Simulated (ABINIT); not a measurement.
The system is BP.

```
CELL_PARAMETERS angstrom
0.00000 2.26900 2.26900
2.26900 0.00000 2.26900
2.26900 2.26900 0.00000
ATOMIC_POSITIONS crystal
P 0.75000 0.75000 0.75000
B 0.00000 0.00000 0.00000
```

Base run:

* Program: ABINIT 10.8.3 (patched build)
* Functional: BP86
* Potentials or basis: JTH PAW PBE v2.0
* Cutoff: 544 eV
* k mesh: 10 × 10 × 10
* Occupations: fermi-dirac, width 0.05 eV
* Spin: no spin polarisation

Its results: band gap on the k mesh 1.31 eV, indirect (least direct gap 3.45 eV); pressure 2.5 GPa.

**Question.** After a change of settings the same cell gave: band gap on the k mesh 1.25 eV, indirect (least direct gap 3.39 eV); pressure 3.6 GPa. Which change was it?
A. functional from BP86 to LDA; potentials or basis from JTH PAW PBE v2.0 to PseudoDojo NC SR LDA v0.4 stringent; cutoff from 544 eV to 1034 eV
B. functional from BP86 to PBE; potentials or basis from JTH PAW PBE v2.0 to Ansatz NC PBE; cutoff from 544 eV to 1116 eV
C. functional from BP86 to RPBE
D. functional from BP86 to LDA-PZ; potentials or basis from JTH PAW PBE v2.0 to JTH PAW LDA v2.0

**Answer.** C.

Caveats: the PAW data sets were made with another functional, which shifts forces and pressure a little.

Not every run made on this cell is shown here.
